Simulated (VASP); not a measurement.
# BP in VASP: relaxation of cell and atoms with r2SCAN+rVV10

Aim: the relaxation of cell and atoms of BP with r2SCAN+rVV10.

All numbers are computed with VASP 6.6.1; they aren't measurements. Logs are shortened: lines on timing, memory, paths and dates and some standing lists are left out, and cuts for length are marked.

### 1 The sheet as given

The cell holds a sheet with vacuum, 2 atoms: a = 3.200 Å, b = 3.200 Å, c = 16.000 Å, α = 90.00°, β = 90.00°, γ = 120.00°.

The cell was built by a generator and needn't be a form met in nature.

### 2 Relaxation of cell and atoms, r2SCAN+rVV10

INCAR

```
  PREC = Accurate
  ENCUT = 600
  EDIFF = 1E-7
  ISMEAR = 0
  SIGMA = 0.03
  LREAL = F
  LASPH = T
  NELM = 120
  ALGO = Normal
  ISIF = 3
  LWAVE = F
  LCHARG = F
  METAGGA = R2SCAN
  LMIXTAU = T
  LUSE_VDW = T
  IVDW_NL = 2
  BPARAM = 11.95
  CPARAM = 0.0093
  IBRION = 2
  NSW = 40
  EDIFFG = -0.005
  LATTICE_CONSTRAINTS = .TRUE. .TRUE. .FALSE.
  KPAR = 4
```

KPOINTS

```
regular mesh
0
Gamma
  12 12 1
```

POSCAR

```
BP
1.0
    3.2000000000      0.0000000000      0.0000000000
   -1.6000000000      2.7712812900      0.0000000000
    0.0000000000      0.0000000000     16.0000000000
B P
1 1
Direct
    0.3333330000      0.6666670000      0.5000000000
    0.6666670000      0.3333330000      0.5000000000
```

Potentials or basis: VASP PAW PBE potentials, release 64 (B, P).

Command:

```bash
$ cat potpaw_PBE.64/B/POTCAR potpaw_PBE.64/P/POTCAR > POTCAR
$ mpirun -np 4 vasp_std > vasp.out
```

OUTCAR:

```text
PREC = Accurate
   ENCUT = 600
   EDIFF = 1E-7
   ISMEAR = 0
   LREAL = F
   LASPH = T
   NELM = 120
   ISIF = 3
   METAGGA = R2SCAN
   IVDW_NL = 2
   BPARAM = 11.95
   IBRION = 2
   NSW = 40
   EDIFFG = -0.005

 ion  position               nearest neighbor table
   1  0.333  0.667  0.500-   2 1.85   2 1.85   2 1.85
   2  0.667  0.333  0.500-   1 1.85   1 1.85   1 1.85

  LATTYP: Found a hexagonal cell.
 ALAT       =     3.2000000000
 C/A-ratio  =     5.0000000000

  Lattice vectors:

 A1 = (   3.2000000000,   0.0000000000,   0.0000000000)
 A2 = (  -1.6000000000,   2.7712812900,   0.0000000000)
 A3 = (   0.0000000000,   0.0000000000,  16.0000000000)

Analysis of symmetry for initial positions (statically):
=====================================================================
 Subroutine PRICEL returns:
 Original cell was already a primitive cell.

 Routine SETGRP: Setting up the symmetry group for a
 hexagonal supercell.

 Subroutine GETGRP returns: Found 12 space group operations
 (whereof 12 operations were pure point group operations)
 out of a pool of 24 trial point group operations.

The static configuration has the point symmetry D_3h.

Analysis of symmetry for dynamics (positions and initial velocities):
=====================================================================
 Subroutine PRICEL returns:
 Original cell was already a primitive cell.

 Routine SETGRP: Setting up the symmetry group for a
 hexagonal supercell.

 Subroutine GETGRP returns: Found 12 space group operations
 (whereof 12 operations were pure point group operations)
 out of a pool of 24 trial point group operations.

The dynamic configuration has the point symmetry D_3h.

 Subroutine INISYM returns: Found 12 space group operations
 (whereof 12 operations are pure point group operations),
 and found     1 'primitive' translations

----------------------------------------------------------------------------------------

                                     Primitive cell

  volume of cell :     141.8896

  direct lattice vectors                    reciprocal lattice vectors
     3.200000000  0.000000000  0.000000000     0.312500000  0.180421959  0.000000000
    -1.600000000  2.771281290  0.000000000     0.000000000  0.360843919  0.000000000
     0.000000000  0.000000000 16.000000000     0.000000000  0.000000000  0.062500000

  length of vectors
     3.200000000  3.199999998 16.000000000     0.360843918  0.360843919  0.062500000

  position of ions in fractional coordinates (direct lattice)
     0.333333000  0.666667000  0.500000000
     0.666667000  0.333333000  0.500000000

  ion indices of the primitive-cell ions
   primitive index   ion index
                 1           1
                 2           2

----------------------------------------------------------------------------------------

 KPOINTS: regular mesh

Automatic generation of k-mesh.
 Grid dimensions read from file:
 generate k-points for:   12   12    1

 Generating k-lattice:

  Cartesian coordinates                     Fractional coordinates (reciprocal lattice)
     0.026041667  0.015035163  0.000000000     0.083333333  0.000000000  0.000000000
     0.000000000  0.030070327  0.000000000     0.000000000  0.083333333  0.000000000
     0.000000000  0.000000000  0.062500000     0.000000000  0.000000000  1.000000000

  Length of vectors
     0.030070327  0.030070327  0.062500000

  Shift w.r.t. Gamma in fractional coordinates (k-lattice)
     0.000000000  0.000000000  0.000000000

 Subroutine IBZKPT returns following result:
 ===========================================

 Found     19 irreducible k-points:

 Following reciprocal coordinates:
            Coordinates               Weight
  0.000000  0.000000  0.000000      1.000000
  0.083333 -0.000000  0.000000      6.000000
  0.166667 -0.000000  0.000000      6.000000
  0.250000 -0.000000  0.000000      6.000000
  0.333333 -0.000000  0.000000      6.000000
  0.416667  0.000000  0.000000      6.000000
[... 11 lines left out ...]
  0.333333  0.250000  0.000000     12.000000
  0.333333  0.333333  0.000000      2.000000
   k-points           NKPTS =     19   k-points in BZ     NKDIM =     19   number of bands    NBANDS=      8
   number of dos      NEDOS =    301   number of ions     NIONS =      2
   total plane-waves  NPLWV = 100352
   dimension x,y,z NGX =    28 NGY =   28 NGZ =  128
   dimension x,y,z NGXF=    56 NGYF=   56 NGZF=  256
   ions per type =               1   1
   NGX,Y,Z   is equivalent  to a cutoff of  14.55, 14.55, 13.30 a.u.
   NGXF,Y,Z  is equivalent  to a cutoff of  29.09, 29.09, 26.60 a.u.
 SYSTEM =  unknown system
   PREC   = accura    normal or accurate (medium, high low for compatibility)
   ISTART =      0    job   : 0-new  1-cont  2-samecut
   ICHARG =      2    charge: 1-file 2-atom 10-const
   ISPIN  =      1    spin polarized calculation?
   LNONCOLLINEAR =      F non collinear calculations
   LSORBIT =      F    spin-orbit coupling
   LASPH  =      T    aspherical Exc in radial PAW
   ENCUT  =  600.0 eV  44.10 Ry    6.64 a.u.   6.39  6.39 31.96*2*pi/ulx,y,z
   NELM   =    120;   NELMIN=  2; NELMDL= -5     # of ELM steps
   EDIFF  = 0.1E-06   stopping-criterion for ELM
   LREAL  =      F    real-space projection
   EDIFFG = -.5E-02   stopping-criterion for IOM
   NSW    =     40    number of steps for IOM
   IBRION =      2    ionic relax: 0-MD 1-quasi-New 2-CG
   NFREE  =      1    steps in history (QN), initial steepest desc. (CG)
   ISIF   =      3    stress and relaxation
   ISYM   =      2    0-nonsym 1-usesym 2-fastsym
   POTIM  = 0.5000    time-step for ionic-motion
   TEBEG  =    0.0;   TEEND  =   0.0 temperature during run
   PSTRESS=    0.0 pullay stress
   NELECT =       8.0000    total number of electrons
   NUPDOWN=      -1.0000    fix difference up-down
   EMIN   =  10.00;   EMAX   =-10.00  energy-range for DOS
   EFERMI =   0.00;   METHOD = LEGACY
   ISMEAR =     0;   SIGMA  =   0.03  broadening in eV -4-tet -1-fermi 0-gaus
   EFERMI_NEDOS =   21; number of points for ismear=-14 and -15
   IALGO  =     38    algorithm
   IMIX   =      4    mixing-type and parameters
     AMIX     =   0.40;   BMIX     =  1.00
     AMIX_MAG =   1.60;   BMIX_MAG =  1.00
  volume/ion in A,a.u.               =      70.94       478.76
  Fermi-wavevector in a.u.,A,eV,Ry     =   0.627752  1.186279  5.361680  0.394072
  Thomas-Fermi vector in A             =   1.689460
   LORBIT       =      0    0 simple, 1 ext, 2 COOP (PROOUT), +10 PAW based schemes
   METAGGA = R2SCAN    functional components
   LHFCALC =     F    Hartree Fock is set to
   AEXX    =    0.0000 exact exchange contribution
   IVDW_NL    =     2    kernel type
   BPARAM     =11.9500
   IVDW    =     0    specifies the selected vdW correction
   LEPSILON=     F    determine dielectric tensor
   LRPA    =     F    only Hartree local field effects (RPA)
 conjugate gradient relaxation of ions
 non-spin polarized calculation
 Gauss-broadening in eV      SIGMA  =   0.03
  energy-cutoff  :      600.00
  volume of cell :      141.89
 maximum number of plane-waves:      4775
 NGX is ok and might be reduce to    28
   NGX = 13   NGY = 13   NGZ = 63

--------------------------------------- Ionic step        1  -------------------------------------------

 number of electron       8.0000000 magnetization

 Free energy of the ion-electron system (eV)
  ---------------------------------------------------
  ext. energy  EPLUGINS =         0.00000000
  ---------------------------------------------------
  free energy    TOTEN  =       -16.21837678 eV

  energy without entropy =      -16.21837678  energy(sigma->0) =      -16.21837678

------------------------ aborting loop because EDIFF is reached ----------------------------------------

  FORCE on cell =-STRESS in cart. coord.  units (eV):
  Direction    XX          YY          ZZ          XY          YZ          ZX
  --------------------------------------------------------------------------------------
  -------------------------------------------------------------------------------------
  Total       -0.0270678     -0.0270678     -0.0144286      0.0000000      0.0000000      0.0000000
  in kB       -0.3056420     -0.3056420     -0.1629240      0.0000000      0.0000000      0.0000000
  external PRESSURE =      -0.2580693 kB  Pullay stress =       0.0000000 kB

 VOLUME and BASIS-vectors are now :
 -----------------------------------------------------------------------------
  energy-cutoff  :      600.00
  volume of cell :      141.89
      direct lattice vectors                 reciprocal lattice vectors
     3.200000000  0.000000000  0.000000000     0.312500000  0.180421959  0.000000000
    -1.600000000  2.771281290  0.000000000     0.000000000  0.360843919  0.000000000
     0.000000000  0.000000000 16.000000000     0.000000000  0.000000000  0.062500000

 POSITION                                       TOTAL-FORCE (eV/Angst)
 -----------------------------------------------------------------------------------
     -0.00000      1.84752      8.00000        -0.000000      0.000000      0.000000
      1.60000      0.92376      8.00000         0.000000      0.000000      0.000000
 -----------------------------------------------------------------------------------
    total drift:                               -0.000130      0.000075      0.000000

  FREE ENERGIE OF THE ION-ELECTRON SYSTEM (eV)
  ---------------------------------------------------
  free  energy   TOTEN  =       -16.2183767791 eV
[... 17 lines left out ...]
 VOLUME and BASIS-vectors are now :
 -----------------------------------------------------------------------------
  energy-cutoff  :      600.00
  volume of cell :      141.70
      direct lattice vectors                 reciprocal lattice vectors
     3.197910683  0.000000000  0.000000000     0.312704168  0.180539836  0.000000000
    -1.598955342  2.769471889  0.000000000     0.000000000  0.361079672  0.000000000
     0.000000000  0.000000000 16.000000000     0.000000000  0.000000000  0.062500000

 POSITION                                       TOTAL-FORCE (eV/Angst)
 -----------------------------------------------------------------------------------
     -0.00000      1.84632      8.00000         0.000000      0.000000      0.000000
      1.59896      0.92316      8.00000        -0.000000      0.000000      0.000000
 -----------------------------------------------------------------------------------
    total drift:                               -0.000129      0.000075      0.000000

  FREE ENERGIE OF THE ION-ELECTRON SYSTEM (eV)
  ---------------------------------------------------
  free  energy   TOTEN  =       -16.2183668878 eV

  energy  without entropy=      -16.2183668878  energy(sigma->0) =      -16.21836689

--------------------------------------- Ionic step        3  -------------------------------------------

 number of electron       8.0000000 magnetization

 Free energy of the ion-electron system (eV)
  ---------------------------------------------------
  ext. energy  EPLUGINS =         0.00000000
  ---------------------------------------------------
  free energy    TOTEN  =       -16.21838353 eV

  energy without entropy =      -16.21838353  energy(sigma->0) =      -16.21838353

 E-fermi :  -3.0935     XC(G=0):  -2.6479

 val. band max:       -3.2195693660   @ k =   0.3333   0.3333   0.0000
 cond. band min:      -2.1270343829   @ k =   0.3333   0.3333   0.0000
 fundamental gap:      1.0925349831
 Fermi energy:        -3.0934606354

 k-point     1 :       0.0000    0.0000    0.0000
  band No.  band energies     occupation
      1     -17.6966      2.00000
      2      -7.6333      2.00000
      3      -4.9650      2.00000
      4      -4.9649      2.00000
      5       0.8840      0.00000
      6       1.8059      0.00000
      7       1.8060      0.00000
      8       2.1795      0.00000

 k-point     2 :       0.0833   -0.0000    0.0000
  band No.  band energies     occupation
      1     -17.5835      2.00000
      2      -7.5105      2.00000
      3      -5.5268      2.00000
      4      -5.1818      2.00000
      5       1.0021      0.00000
      6       1.6502      0.00000
      7       2.3136      0.00000
      8       2.5789      0.00000

 k-point     3 :       0.1667   -0.0000    0.0000
  band No.  band energies     occupation
      1     -17.2471      2.00000
      2      -7.1446      2.00000
      3      -6.8581      2.00000
      4      -5.6834      2.00000
      5       1.0987      0.00000
      6       1.5456      0.00000
      7       2.7130      0.00000
      8       2.9973      0.00000
[... 187 lines left out ...]
 VOLUME and BASIS-vectors are now :
 -----------------------------------------------------------------------------
  energy-cutoff  :      600.00
  volume of cell :      141.82
      direct lattice vectors                 reciprocal lattice vectors
     3.199174024  0.000000000  0.000000000     0.312580683  0.180468541  0.000000000
    -1.599587012  2.770565974  0.000000000     0.000000000  0.360937083  0.000000000
     0.000000000  0.000000000 16.000000000     0.000000000  0.000000000  0.062500000

 POSITION                                       TOTAL-FORCE (eV/Angst)
 -----------------------------------------------------------------------------------
     -0.00000      1.84704      8.00000        -0.000000      0.000000      0.000000
      1.59959      0.92352      8.00000         0.000000      0.000000      0.000000
 -----------------------------------------------------------------------------------
    total drift:                               -0.000129      0.000075      0.000000

  FREE ENERGIE OF THE ION-ELECTRON SYSTEM (eV)
  ---------------------------------------------------
  free  energy   TOTEN  =       -16.2183835274 eV

  energy  without entropy=      -16.2183835274  energy(sigma->0) =      -16.21838353

 reached required accuracy - stopping structural energy minimisation
```

Wall time 18 min (4 MPI ranks of Intel Xeon Platinum 8375C at 2.90GHz (Ice Lake), shared host); peak memory 0.67 GiB.

What came out:

```yaml
Free_energy: -16.2184 eV
Relaxed_volume: 70.91 Å³/atom
Relaxed_cell: a = 3.199 Å, b = 3.199 Å, c = 16.000 Å, α = 90.00°, β = 90.00°, γ = 120.00°
Space_group_after_relaxing_to_0.05_Å: P-6m2 (No. 187)
Energy_gained_by_relaxing: 0.0 meV/atom
Ionic_steps: 3
Band_gap_on_the_k_mesh: 1.09 eV, direct
```

Final structure:
```
CELL_PARAMETERS angstrom
3.19917 0.00000 0.00000
-1.59959 2.77057 0.00000
0.00000 0.00000 16.00000
ATOMIC_POSITIONS crystal
B 0.33333 0.66667 0.50000
P 0.66667 0.33333 0.50000
```

Caveat: the PAW data sets were made with another functional, which shifts forces and pressure a little.
